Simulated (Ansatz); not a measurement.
The cell is COD entry 2106407, as deposited and not checked against the literature; nothing was relaxed. The listed cell was then made from it by scaling, straining or moving an atom.

TaN: DFT, PBE, all-electron LAPW, scalar-relativistic (Ansatz 0.2.0). What sets it apart from a plain run of this crystal: zz strain of -3 %.

Command: `ansatz run input.yaml --threads 2 --pin off --max-ram 6144MiB --backend cpu --events-out ev --progress --plain --runs-dir out` The run took 3.4 min on 2 threads of Arm Neoverse V1, on a shared host, peak memory 0.87 GiB.

```yaml
crystal:
  lattice:
    - [5.1960008669, 0.0, 0.0]
    - [-2.5980004334, 4.4998687488, 0.0]
    - [0.0, 0.0, 2.82367]
  atoms:
    - { symbol: Ta, position: [0.3333333333, 0.6666666667, 0.5] }
    - { symbol: Ta, position: [0.6666666667, 0.3333333333, 0.5] }
    - { symbol: Ta, position: [0.0, 0.0, 0.0] }
    - { symbol: "N", position: [0.39285, 0.0, 0.0] }
    - { symbol: "N", position: [0.60715, 0.60715, 0.0] }
    - { symbol: "N", position: [0.0, 0.39285, 0.0] }
kpoints:
  mp_grid: { grid: [6, 6, 9] }
  band_path:
    path:
      - [0.0, 0.0, 0.0]
      - [0.5, 0.0, 0.0]
      - [0.3333333333, 0.3333333333, 0.0]
      - [0.0, 0.0, 0.0]
      - [0.0, 0.0, 0.5]
      - [0.5, 0.0, 0.5]
      - [0.3333333333, 0.3333333333, 0.5]
      - [0.0, 0.0, 0.5]
      - [0.5, 0.0, 0.5]
    npoints: 5
scf:
  occupations: { method: fermi_dirac, width: 0.01 }
hamiltonian:
  xc: pbe
  pseudopotentials: { kind: all_electron, lapw: { basis_error: 0.001 } }
output:
  forces: true
  stress: true
  eigenvalues: true
```

Output (standing set-up lines are left out):

```
Crystal: 6 atoms, lattice volume = 66.021 Å³
Basis set: ecut = 425.3083148839605 eV, 1299 PW (Γ), exchange–correlation at level 2
Space group: P-62m (ITA 189), of the structure as read, at distance tolerance 4.0e-5 Å
iter 1 solved again at ethr=1.03e-2 eV; its pass at ethr=1.00e-1 eV (dr2=1.61e1 eV) is discarded
SCF iter   1: F=—  HF=-1278190.504779 eV  |F-HF|=—  |Δ(HF+E_count)|=         —  Δρ=1.45e-1  dr2=1.61e1  ethr=1.03e-2  ⟨swp⟩=2.0  Hψ=20260  notcnv=0
preconditioner: auto → Resta (q_TF=auto, 3.149 Å⁻¹)  ε∞=4.4  [insulator: Δε(μ)=0.217 eV  Ē_g=23.581 eV  σ=0.010 eV  W_gap=0.78  n_scr=32 (ndim 8)  ℏωp=43.4 eV  f_vac=0.000  D(μ)=2.44/eV (n_scr^D=14)  ε∞_Penn≈4.4]
iter 2 solved again at ethr=1.62e-4 eV; its pass at ethr=1.03e-2 eV (dr2=2.52e-1 eV) is discarded
SCF iter   2: F=—  HF=-1278184.690691 eV  |F-HF|=—  |Δ(HF+E_count)|=    5.81e0  Δρ=2.76e-2  dr2=2.52e-1  ethr=1.62e-4  ⟨swp⟩=2.0  Hψ=16667  notcnv=0
SCF iter   3: F=—  HF=-1278184.529988 eV  |F-HF|=—  |Δ(HF+E_count)|=         —  Δρ=2.63e-2  dr2=5.11e-1  ethr=1.61e-4  ⟨swp⟩=3.0  Hψ=10764  notcnv=0
the basis was enlarged: its passes take 1.7 MiB over the memory plan, 2 of 2 planned eigensolver slots
SCF iter   4: F=—  HF=-1278184.572142 eV  |F-HF|=—  |Δ(HF+E_count)|=   4.22e-2  Δρ=6.61e-3  dr2=2.71e-2  ethr=1.61e-4  ⟨swp⟩=2.4  Hψ=10404  notcnv=0
SCF iter   5: F=—  HF=-1278184.476503 eV  |F-HF|=—  |Δ(HF+E_count)|=   9.56e-2  Δρ=2.79e-3  dr2=3.88e-3  ethr=1.74e-5  ⟨swp⟩=2.3  Hψ=10404  notcnv=0
SCF iter   6: F=—  HF=-1278184.475639 eV  |F-HF|=—  |Δ(HF+E_count)|=   8.63e-4  Δρ=7.94e-4  dr2=7.01e-4  ethr=2.49e-6  ⟨swp⟩=2.0  Hψ=10395  notcnv=0
SCF iter   7: F=—  HF=-1278184.475543 eV  |F-HF|=—  |Δ(HF+E_count)|=   9.59e-5  Δρ=4.07e-4  dr2=1.29e-4  ethr=4.49e-7  ⟨swp⟩=2.0  Hψ=9837  notcnv=0
SCF iter   8: F=—  HF=-1278184.475529 eV  |F-HF|=—  |Δ(HF+E_count)|=   1.42e-5  Δρ=1.34e-4  dr2=1.30e-5  ethr=8.27e-8  ⟨swp⟩=2.0  Hψ=9837  notcnv=0
SCF iter   9: F=—  HF=-1278184.475530 eV  |F-HF|=—  |Δ(HF+E_count)|=   3.78e-7  Δρ=4.47e-5  dr2=2.23e-6  ethr=8.34e-9  ⟨swp⟩=2.0  Hψ=9837  notcnv=0
SCF iter  10: F=—  HF=-1278184.475527 eV  |F-HF|=—  |Δ(HF+E_count)|=   2.62e-6  Δρ=2.09e-5  dr2=2.60e-7  ethr=1.43e-9  ⟨swp⟩=2.0  Hψ=9837  notcnv=0
SCF iter  11: F=-1278184.475527 eV  HF=-1278184.475527 eV  |F-HF|=1.40e-9  |Δ(HF+E_count)|=   5.59e-9  Δρ=5.86e-6  dr2=1.74e-8  ethr=1.67e-10  ⟨swp⟩=2.7  Hψ=9875  notcnv=0
SCF 1 converged in 11 iterations: F = -1278184.475527 eV  dr2 = 1.74e-8
NSCF: frozen V_eff on 41 k-points
SCF converged after 11 iterations
Free energy (F): -1278184.475527 eV
Harris-Foulkes:  -1278184.475527 eV  (|F-HF|=1.40e-9)
Internal energy: -1278184.474775 eV  (E = F + TS)
E sigma→0 (E₀):  -1278184.475151 eV
Entropy (-TS):   -0.000752 eV (-0.125 meV/atom)
Fermi energy:    25.473190 eV
--- Per-component energies (eV) ---
  E_band       = -17336.802907
  E_kinetic    = 1426289.323438
  E_xc         = -26440.049380
  E_electrostatic = -2678033.748833  (all electrons and nuclei)
  E_smearing   = -0.000752  (= −TS)
  E_closure    = 0.000000  (closes the sum)
  E_atoms      = -1278123.336214  (free atoms, spherical and without spin; not in F)
  Σ components = -1278184.475527   (vs F -1278184.475527, Δ=0.00e0)
  Basis errors (estimates in eV, not in F): energy 4.2e-4 per atom: plane waves 3.8e-4 (2.2e-4 summed), levels above the bands 0.0e0, relativity 3.8e-8, radial functions 4.5e-5, core shells 6.8e-11; eigenvalues (radial functions only) 3.7e-6; not estimated: angular momenta, meshes, grids; target (lapw.basis_error) 1.0e-3; muffin-tin radii N 0.853 Å, Ta 1.188 Å
--- Forces (eV/Å), atoms counted from 1 ---
  atom   1  Ta    -0.00000000     0.00000000     0.00000000
  atom   2  Ta    -0.00000000     0.00000000     0.00000000
  atom   3  Ta     0.00000000     0.00000000    -0.00000000
  atom   4  N     -0.04217170     0.00000000     0.00000000
  atom   5  N      0.02108585     0.03652176     0.00000000
  atom   6  N      0.02108585    -0.03652176     0.00000000
  max |Σ_I F_I| component: 2.78e-17 eV/Å
--- Stress (GPa, compression-positive) ---
       11.144154      -0.000000      -0.000000
        0.000000      11.144154       0.000000
       -0.000000       0.000000      26.779865
  P = ⅓ Tr σ = 16.3561 GPa (163.561 kbar)
--- Band table (eV; the first three rows and the last of 35) ---
  k-point 0: bands = ["-510.5420", "-510.5420", "-509.9544", "-371.0665", "-371.0665", "-371.0665", "-371.0665", "-371.0538", "-371.0538", "-370.4838", "-370.4838", "-370.4524", "-352.3148", "-352.3148", "-352.3148", "-192.6242", "-192.6242", "-192.6242", "-192.6242", "-192.6224", "-192.6224", "-192.6224", "-192.6224", "-192.5982", "-192.5982", "-192.0424", "-192.0424", "-192.0271", "-192.0271", "-191.9950", "-43.7998", "-43.7537", "-43.1469", "-10.6858", "-10.6858", "-10.3175", "-10.3175", "-10.0266", "-9.9166", "-9.8396", "-9.8396", "-9.0943", "4.4399", "4.4411", "4.4411", "4.4647", "4.4647", "4.4668", "4.4683", "4.4683", "4.4801", "4.4801", "4.5007", "4.5045", "4.5150", "4.5341", "5.0079", "5.0486", "5.0801", "5.0801", "5.0837", "5.0837", "5.1526", "6.9730", "9.7101", "9.7101", "15.8833", "18.7194", "18.7194", "18.8167", "19.8348", "19.8348", "20.2473", "20.2473", "21.1825", "22.3145", "23.3009", "24.4744", "24.4744", "26.4250", "26.4250", "26.9675", "27.6954", "27.6954", "27.8636", "28.9632", "28.9632", "30.9808", "30.9808", "32.7318", "32.7318", "34.8706", "35.2592", "35.2592"]
  k-point 1: bands = ["-510.5420", "-510.5420", "-509.9544", "-371.0665", "-371.0665", "-371.0665", "-371.0665", "-371.0538", "-371.0538", "-370.4838", "-370.4838", "-370.4524", "-352.3148", "-352.3148", "-352.3148", "-192.6242", "-192.6242", "-192.6242", "-192.6242", "-192.6224", "-192.6224", "-192.6224", "-192.6224", "-192.5982", "-192.5982", "-192.0424", "-192.0424", "-192.0271", "-192.0271", "-191.9950", "-43.7922", "-43.7463", "-43.1403", "-10.6632", "-10.6632", "-10.2948", "-10.2948", "-10.1658", "-10.0420", "-9.8358", "-9.8358", "-9.2026", "4.4431", "4.4431", "4.4441", "4.4654", "4.4654", "4.4674", "4.4721", "4.4721", "4.4781", "4.4781", "4.5010", "4.5047", "4.5067", "4.5261", "5.0105", "5.0489", "5.0789", "5.0789", "5.0876", "5.0876", "5.1446", "7.2255", "9.6461", "9.6461", "16.3411", "18.5462", "18.5462", "19.0557", "19.5881", "19.5881", "20.2197", "20.2197", "20.6060", "22.6331", "23.9766", "24.0657", "24.0657", "26.9130", "26.9130", "27.2099", "27.7121", "27.7121", "28.1049", "29.0030", "29.0030", "30.8407", "30.8407", "32.2979", "32.2979", "35.1742", "36.1034", "36.1034"]
  k-point 2: bands = ["-510.5420", "-510.5420", "-509.9544", "-371.0665", "-371.0665", "-371.0665", "-371.0665", "-371.0538", "-371.0538", "-370.4838", "-370.4838", "-370.4524", "-352.3148", "-352.3148", "-352.3148", "-192.6242", "-192.6242", "-192.6242", "-192.6242", "-192.6224", "-192.6224", "-192.6224", "-192.6224", "-192.5982", "-192.5982", "-192.0424", "-192.0424", "-192.0271", "-192.0271", "-191.9950", "-43.7727", "-43.7275", "-43.1233", "-10.6053", "-10.6053", "-10.5052", "-10.3499", "-10.2350", "-10.2350", "-9.8282", "-9.8282", "-9.4696", "4.4402", "4.4402", "4.4522", "4.4689", "4.4695", "4.4695", "4.4760", "4.4760", "4.4855", "4.4855", "4.4866", "4.5016", "4.5050", "4.5074", "5.0155", "5.0496", "5.0759", "5.0759", "5.0976", "5.0976", "5.1257", "7.8955", "9.4724", "9.4724", "17.5460", "18.0084", "18.0084", "18.7907", "19.3443", "19.3443", "19.9645", "19.9645", "20.1210", "23.6326", "23.6326", "24.0085", "25.4327", "26.9446", "26.9446", "27.8040", "27.8040", "27.9189", "28.7381", "29.4954", "29.4954", "30.6168", "30.6168", "31.6776", "31.6776", "35.5257", "36.6276", "36.6332"]
  k-point 34: bands = ["-510.5420", "-510.5420", "-509.9544", "-371.0665", "-371.0665", "-371.0665", "-371.0665", "-371.0538", "-371.0538", "-370.4838", "-370.4838", "-370.4524", "-352.3148", "-352.3148", "-352.3148", "-192.6242", "-192.6242", "-192.6242", "-192.6242", "-192.6224", "-192.6224", "-192.6224", "-192.6224", "-192.5982", "-192.5982", "-192.0424", "-192.0424", "-192.0271", "-192.0271", "-191.9950", "-43.7139", "-43.7139", "-43.0912", "-11.0122", "-11.0122", "-10.5640", "-10.3032", "-10.3032", "-10.0565", "-9.9186", "-9.8148", "-9.8148", "4.4125", "4.4349", "4.4349", "4.4697", "4.4726", "4.4726", "4.4827", "4.4827", "4.4866", "4.4866", "4.5006", "4.5096", "4.5096", "4.5139", "5.0177", "5.0504", "5.0698", "5.0698", "5.0951", "5.1163", "5.1163", "8.7995", "9.5073", "9.5073", "17.1450", "17.1450", "18.0449", "18.1315", "18.1315", "18.5806", "18.8467", "21.2434", "21.2434", "22.9502", "22.9502", "23.9087", "27.8334", "27.8334", "28.0172", "28.3780", "28.3780", "29.3643", "29.8469", "29.8469", "31.2967", "31.8186", "31.8186", "31.9204", "33.1891", "34.7338", "34.7338", "36.1656"]
```
